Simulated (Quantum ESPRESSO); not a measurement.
# TaN (P-62m) in Quantum ESPRESSO: convergence with wavefunction cutoff

Aim: find how far wavefunction cutoff must go before the results for TaN settle, at PBE. This setting moves, with any that are tied to it; all else stays.

Program: Quantum ESPRESSO 7.5. These are calculated values, not measurements. Logs are shortened: lines on timing, memory, paths and dates and some standing lists are left out, and cuts for length are marked.

## (1) Starting point

The structure is hexagonal, space group P-62m (No. 189). The conventional cell has a = 5.196 Å, b = 5.196 Å, c = 2.911 Å, α = 90.00°, β = 90.00°, γ = 120.00°. Around Ta (site symmetry -62m) lie 3 N at 2.04 Å. Ta (site symmetry -6) has 6 N at 2.16 Å as nearest neighbours. N (site symmetry m2m) is surrounded by 5 Ta at 2.04 to 2.16 Å.

## (2) With wavefunction cutoff 53 Ry

File pw.in:

```
&CONTROL
  calculation = 'scf'
  prefix = 'pwscf'
  outdir = './tmp'
  pseudo_dir = './pseudo'
  tprnfor = .true.
  tstress = .true.
  disk_io = 'nowf'
/
&SYSTEM
  ibrav = 0
  nat = 6
  ntyp = 2
  ecutwfc = 53
  nbnd = 62
  occupations = 'smearing'
  smearing = 'fd'
  degauss = 0.00367493
/
&ELECTRONS
  conv_thr = 1.2d-09
  electron_maxstep = 120
  mixing_beta = 0.5
/
ATOMIC_SPECIES
Ta   180.9479 Ta.upf
N     14.0070 N.upf
CELL_PARAMETERS angstrom
   5.1960000000    0.0000000000    0.0000000000
  -2.5980000000    4.4998679981    0.0000000000
   0.0000000000    0.0000000000    2.9110000000
ATOMIC_POSITIONS crystal
Ta     0.0000000000    0.0000000000    0.0000000000
Ta     0.6666666667    0.3333333333    0.5000000000
Ta     0.3333333333    0.6666666667    0.5000000000
N      0.0000000000    0.3928500000    0.0000000000
N      0.6071500000    0.6071500000    0.0000000000
N      0.3928500000    0.0000000000    0.0000000000
K_POINTS automatic
2 2 4 0 0 0
```

Potentials or basis: PseudoDojo 0.5 SR PBE stringent.

On the command line:

```sh
$ OMP_NUM_THREADS=1 pw.x -in pw.in > pw.out
```

Run time: 29 s. Hardware: 1 thread of Arm Neoverse V1, shared host; peak memory 0.09 GiB.

What came out:

```
Free energy            : -26245.1358 eV
Pressure               : -5586.5 GPa
Largest force          : 0.880 eV/Å
Band gap on the k mesh : none (metal or under the smearing width)
```

## (3) With wavefunction cutoff 66 Ry

Edit pw.in of step 2 so:

```diff
@@ -13,3 +13,3 @@
   ntyp = 2
-  ecutwfc = 53
+  ecutwfc = 66
   nbnd = 62
```

Potentials or basis: PseudoDojo 0.5 SR PBE stringent.

On the command line:

```sh
$ OMP_NUM_THREADS=1 pw.x -in pw.in > pw.out
```

Run time: 44 s. Hardware: 1 thread of Arm Neoverse V1, shared host; peak memory 0.13 GiB.

What came out:

```
Free energy            : -26896.5821 eV
Pressure               : -3645.6 GPa
Largest force          : 0.201 eV/Å
Band gap on the k mesh : none (metal or under the smearing width)
```

## (4) With wavefunction cutoff 79 Ry

Edit pw.in of step 3 so:

```diff
@@ -13,3 +13,3 @@
   ntyp = 2
-  ecutwfc = 66
+  ecutwfc = 79
   nbnd = 62
```

On the command line:

```sh
$ OMP_NUM_THREADS=1 pw.x -in pw.in > pw.out
```

It took 45 s on 1 thread of Arm Neoverse V1, shared host; peak memory 0.14 GiB.

What came out:

* Free energy: -27200.2747 eV
* Pressure: -1698.5 GPa
* Largest force: 0.018 eV/Å

## (5) With wavefunction cutoff 92 Ry

Edit pw.in of step 4 so:

```diff
@@ -13,3 +13,3 @@
   ntyp = 2
-  ecutwfc = 79
+  ecutwfc = 92
   nbnd = 62
```

On the command line:

```sh
$ OMP_NUM_THREADS=1 pw.x -in pw.in > pw.out
```

It took 52 s on 1 thread of Arm Neoverse V1, shared host; peak memory 0.18 GiB.

Results:

- Free energy: -27300.9320 eV
- Pressure: -503.7 GPa
- Largest force: 0.095 eV/Å

## (6) With wavefunction cutoff 106 Ry

Edit pw.in of step 5 so:

```diff
@@ -13,3 +13,3 @@
   ntyp = 2
-  ecutwfc = 92
+  ecutwfc = 106
   nbnd = 62
```

Potentials or basis: PseudoDojo 0.5 SR PBE stringent.

On the command line:

```sh
$ OMP_NUM_THREADS=1 pw.x -in pw.in > pw.out
```

Run time: 76 s. Hardware: 1 thread of Arm Neoverse V1, shared host; peak memory 0.21 GiB.

The run converged. Its results:

* Free energy: -27322.9322 eV
* Pressure: -68.1 GPa
* Largest force: 0.111 eV/Å

## (7) With wavefunction cutoff 119 Ry

Edit pw.in of step 6 so:

```diff
@@ -13,3 +13,3 @@
   ntyp = 2
-  ecutwfc = 106
+  ecutwfc = 119
   nbnd = 62
```

On the command line:

```sh
$ OMP_NUM_THREADS=1 pw.x -in pw.in > pw.out
```

Run time: 83 s. Hardware: 1 thread of Arm Neoverse V1, shared host; peak memory 0.25 GiB.

Results (log left out):

* Free energy: -27325.0418 eV
* Pressure: -0.5 GPa
* Largest force: 0.112 eV/Å

## (8) With wavefunction cutoff 132 Ry

Edit pw.in of step 7 so:

```diff
@@ -13,3 +13,3 @@
   ntyp = 2
-  ecutwfc = 119
+  ecutwfc = 132
   nbnd = 62
```

On the command line:

```sh
$ OMP_NUM_THREADS=1 pw.x -in pw.in > pw.out
```

It took 1.8 min on 1 thread of Arm Neoverse V1, shared host; peak memory 0.29 GiB.

The run converged. Its results:

```yaml
Free_energy: -27325.1401 eV
Pressure: 4.9 GPa
Largest_force: 0.112 eV/Å
```

## (9) With wavefunction cutoff 158 Ry

Edit pw.in of step 8 so:

```diff
@@ -13,3 +13,3 @@
   ntyp = 2
-  ecutwfc = 132
+  ecutwfc = 158
   nbnd = 62
```

Potentials or basis: PseudoDojo 0.5 SR PBE stringent.

On the command line:

```sh
$ OMP_NUM_THREADS=1 pw.x -in pw.in > pw.out
```

Run time: 2.3 min. Hardware: 1 thread of Arm Neoverse V1, shared host; peak memory 0.36 GiB.

The run converged. Its results:

```yaml
Free_energy: -27325.1417 eV
Pressure: 4.9 GPa
Largest_force: 0.112 eV/Å
```

## (10) With wavefunction cutoff 198 Ry

Edit pw.in of step 9 so:

```diff
@@ -13,3 +13,3 @@
   ntyp = 2
-  ecutwfc = 158
+  ecutwfc = 198
   nbnd = 62
```

Potentials or basis: PseudoDojo 0.5 SR PBE stringent.

On the command line:

```sh
$ OMP_NUM_THREADS=1 pw.x -in pw.in > pw.out
```

pw.out:

```text
This program is part of the open-source Quantum ESPRESSO suite
     for quantum simulation of materials; please cite
[... 9 lines left out ...]
     --------------------
     sticks:   dense  smooth     PW     G-vecs:    dense   smooth      PW
     Sum        5251    5251   1429               172795   172795   24829

     Using Slab Decomposition

     bravais-lattice index     =            0
     lattice parameter (alat)  =       9.8190  a.u.
     unit-cell volume          =     459.3119 (a.u.)^3
     number of atoms/cell      =            6
     number of atomic types    =            2
     number of electrons       =        96.00
     number of Kohn-Sham states=           62
     kinetic-energy cutoff     =     198.0000  Ry
     charge density cutoff     =     792.0000  Ry
     scf convergence threshold =      1.2E-09
     mixing beta               =       0.5000
     number of iterations used =            8  plain     mixing
     Exchange-correlation= PBE
                           (   1   4   3   4   0   0   0)

     celldm(1)=   9.819017  celldm(2)=   0.000000  celldm(3)=   0.000000
     celldm(4)=   0.000000  celldm(5)=   0.000000  celldm(6)=   0.000000

     crystal axes: (cart. coord. in units of alat)
               a(1) = (   1.000000   0.000000   0.000000 )
               a(2) = (  -0.500000   0.866025   0.000000 )
               a(3) = (   0.000000   0.000000   0.560239 )

     reciprocal axes: (cart. coord. in units 2 pi/alat)
               b(1) = (  1.000000  0.577350 -0.000000 )
               b(2) = (  0.000000  1.154701  0.000000 )
               b(3) = (  0.000000 -0.000000  1.784954 )

     PseudoPot. # 1 for Ta read from file:
     Ta.upf
     Pseudo is Norm-conserving + core correction, Zval = 27.0
     Generated using ONCVPSP code by D. R. Hamann
     Using radial grid of 1450 points,  8 beta functions with:
                l(1) =   0
                l(2) =   0
                l(3) =   1
                l(4) =   1
                l(5) =   2
                l(6) =   2
                l(7) =   3
                l(8) =   3

     PseudoPot. # 2 for N  read from file:
     N.upf
     Pseudo is Norm-conserving + core correction, Zval =  5.0
     Generated using ONCVPSP code by D. R. Hamann
     Using radial grid of 1058 points,  4 beta functions with:
                l(1) =   0
                l(2) =   0
                l(3) =   1
[... 28 lines left out ...]

     Initial potential from superposition of free atoms

     starting charge      95.9972, renormalised to      96.0000
     Starting wfcs are   63 randomized atomic wfcs

     Self-consistent Calculation

     iteration #  1     ecut=   198.00 Ry     beta= 0.50
     Davidson diagonalization with overlap
     ethr =  1.00E-02,  avg # of iterations =  3.2

     total energy              =   -2007.69295055 Ry
     estimated scf accuracy    <       1.75294591 Ry
[... 64 lines left out ...]
     iteration # 11     ecut=   198.00 Ry     beta= 0.50
     Davidson diagonalization with overlap
     ethr =  1.43E-12,  avg # of iterations =  2.0

     End of self-consistent calculation

          k = 0.0000 0.0000 0.0000 ( 21499 PWs)   bands (ev):

   -45.9203 -45.8759 -45.2408 -12.6908 -12.6908 -12.3336 -12.3336 -12.1677
   -12.0600 -11.8642 -11.8642 -11.2497   2.4287   2.4375   2.4375   2.4465
     2.4497   2.4497   2.4597   2.4597   2.4605   2.4605   2.4796   2.4828
     2.5013   2.5191   3.0630   3.0995   3.1060   3.1060   3.1363   3.1363
     3.2064   5.2990   7.9899   7.9899  14.2061  17.0269  17.0269  17.1112
    17.8351  17.8351  18.5677  18.5677  19.3370  20.2432  21.6729  22.6623
    22.6623  24.1841  24.1841  25.3918  25.4847  25.4847  26.1265  26.7705
    26.7705  28.7989  28.7989  30.4958  30.4958  32.5283

          k = 0.0000 0.0000 0.4462 ( 21619 PWs)   bands (ev):

   -45.8981 -45.8544 -45.2215 -12.6182 -12.6182 -12.6034 -12.4513 -12.2558
   -12.2558 -11.8591 -11.8591 -11.5871   2.4281   2.4281   2.4376   2.4485
     2.4526   2.4526   2.4659   2.4659   2.4759   2.4786   2.4786   2.4804
     2.4832   2.4948   3.0694   3.1004   3.1022   3.1022   3.1489   3.1489
     3.1818   6.3203   7.7125   7.7125  16.0376  16.1814  16.1814  16.5611
    17.3863  17.3863  18.3865  18.3865  18.4371  21.6059  21.6059  22.3990
    23.9686  25.0452  25.0452  25.7460  25.7460  26.3559  27.1432  27.2507
    27.2507  28.4314  28.4314  29.5161  29.5161  33.2171

          k = 0.0000 0.0000-0.8925 ( 21576 PWs)   bands (ev):

   -45.8757 -45.8329 -45.2021 -13.0104 -12.8213 -12.5442 -12.5442 -12.1678
   -12.1678 -11.9088 -11.8636 -11.8636   2.4154   2.4154   2.4437   2.4460
     2.4460   2.4506   2.4519   2.4739   2.4811   2.4836   2.4872   2.4872
     2.4975   2.4975   3.0733   3.0985   3.0985   3.1012   3.1602   3.1617
     3.1617   7.4078   7.4078   7.5665  14.5666  15.7133  15.7133  16.3569
    16.3569  18.1972  19.1039  19.1039  19.2469  20.7148  20.7148  25.4927
    25.4927  25.5303  25.8002  25.8002  26.8434  26.8434  27.1706  27.1706
    27.8168  28.2660  28.5182  30.9468  30.9469  31.3397

          k = 0.0000-0.5774 0.0000 ( 21644 PWs)   bands (ev):

   -45.9053 -45.8907 -45.2411 -12.7651 -12.5838 -12.3995 -12.2345 -12.1300
   -12.0954 -11.9189 -11.8846 -11.2527   2.4356   2.4414   2.4464   2.4472
     2.4492   2.4521   2.4592   2.4597   2.4627   2.4639   2.4656   2.4711
     2.5083   2.5139   3.0685   3.1003   3.1062   3.1063   3.1340   3.1359
     3.2062   6.4043   6.8611   7.8338  14.8435  15.6285  15.8074  17.7727
    17.9395  18.3736  18.8902  18.9770  19.6818  19.7262  20.7377  20.9576
    24.7759  25.3910  25.4906  26.0097  26.0236  26.1023  27.0104  27.1225
    27.8445  27.8459  28.1673  29.3104  29.4894  29.5616

          k = 0.0000-0.5774 0.4462 ( 21576 PWs)   bands (ev):

   -45.8835 -45.8690 -45.2216 -12.6721 -12.5778 -12.5349 -12.4921 -12.3280
   -12.1863 -11.8719 -11.8693 -11.5799   2.4229   2.4313   2.4453   2.4543
     2.4560   2.4594   2.4634   2.4642   2.4680   2.4748   2.4765   2.4799
     2.4852   2.4901   3.0696   3.1007   3.1021   3.1023   3.1475   3.1484
     3.1820   7.1255   7.1332   7.6542  14.9265  15.8596  16.6419  16.6772
    16.8882  17.5567  17.9484  18.5619  19.4835  21.2040  21.5578  22.5822
    23.8823  24.5845  25.0271  26.1565  26.2231  26.6227  27.0010  27.5266
    27.8757  28.4514  28.7419  29.6358  30.8400  31.5036

          k = 0.0000-0.5774-0.8925 ( 21596 PWs)   bands (ev):

   -45.8615 -45.8472 -45.2021 -12.9714 -12.8856 -12.5732 -12.4728 -12.2660
   -12.1375 -11.8835 -11.8641 -11.8373   2.4082   2.4186   2.4357   2.4511
     2.4562   2.4603   2.4659   2.4687   2.4695   2.4703   2.4866   2.4917
     2.4961   2.4986   3.0705   3.0980   3.0984   3.1010   3.1606   3.1610
     3.1611   7.1737   7.5331   7.8585  14.9693  15.7937  15.9470  15.9833
    16.6542  17.3023  18.1404  18.8709  19.5711  20.3362  21.6144  22.6400
    24.0844  24.9737  26.8215  26.9029  26.9389  27.2457  27.8096  28.3759
    29.0507  29.5254  29.6661  30.0943  30.1194  32.1074

     the Fermi energy is    23.2668 ev

!    total energy              =   -2008.36095517 Ry
     estimated scf accuracy    <          4.2E-11 Ry
     smearing contrib. (-TS)   =      -0.00000036 Ry
     internal energy E=F+TS    =   -2008.36095481 Ry

     The total energy is F=E-TS. E is the sum of the following terms:
     one-electron contribution =    -967.36615575 Ry
     hartree contribution      =     606.47569837 Ry
     xc contribution           =    -333.74110666 Ry
     ewald contribution        =   -1313.72939077 Ry

     convergence has been achieved in  11 iterations

     Forces acting on atoms (cartesian axes, Ry/au):

     atom    1 type  1   force =     0.00000000   -0.00000000    0.00000000
     atom    2 type  1   force =    -0.00000000   -0.00000000    0.00000000
     atom    3 type  1   force =     0.00000000    0.00000000   -0.00000000
     atom    4 type  2   force =    -0.00216963    0.00375791    0.00000000
     atom    5 type  2   force =    -0.00216963   -0.00375791    0.00000000
     atom    6 type  2   force =     0.00433926   -0.00000000    0.00000000

     Total force =     0.007516     Total SCF correction =     0.000001

     Computing stress (Cartesian axis) and pressure

          total   stress  (Ry/bohr**3)                   (kbar)     P=       49.10
   0.00031785   0.00000000  -0.00000000           46.76        0.00       -0.00
   0.00000000   0.00031785   0.00000000            0.00       46.76        0.00
   0.00000000  -0.00000000   0.00036568            0.00       -0.00       53.79

=------------------------------------------------------------------------------=
   JOB DONE.
=------------------------------------------------------------------------------=
```

It took 3.4 min on 1 thread of Arm Neoverse V1, shared host; peak memory 0.46 GiB.

What came out:

* Free energy: -27325.1428 eV
* Pressure: 4.9 GPa
* Largest force: 0.112 eV/Å

## (11) Result

```
wavefunction cutoff  energy less the tightest run, at zero smearing (meV/atom)  pressure (GPa)  largest force (eV/Å)  SCF cycles  CPU time (s)  peak memory (GiB)
              53 Ry                                                  180001.19        -5586.50                 0.880          13            29               0.09
              66 Ry                                                   71426.79        -3645.62                 0.201          12            44               0.13
              79 Ry                                                   20811.36        -1698.49                 0.018          11            45               0.14
              92 Ry                                                    4035.15         -503.74                 0.095          10            52               0.18
             106 Ry                                                     368.45          -68.06                 0.111          10            76               0.21
             119 Ry                                                      16.84           -0.54                 0.112          10            83               0.25
             132 Ry                                                       0.46            4.88                 0.112          11           110               0.29
             158 Ry                                                       0.18            4.91                 0.112          11           140               0.36
             198 Ry                                                       0.00            4.91                 0.112          11           200               0.46
```

Against the tightest run, the energy stays within 1 meV/atom from 132 Ry on; the pressure stays within 0.1 GPa from 132 Ry on; the largest force stays within 0.005 eV/Å from 106 Ry on. The tightest run that finished is the yardstick and may itself not be fully converged.

Caveats: all runs use coarse meshes.
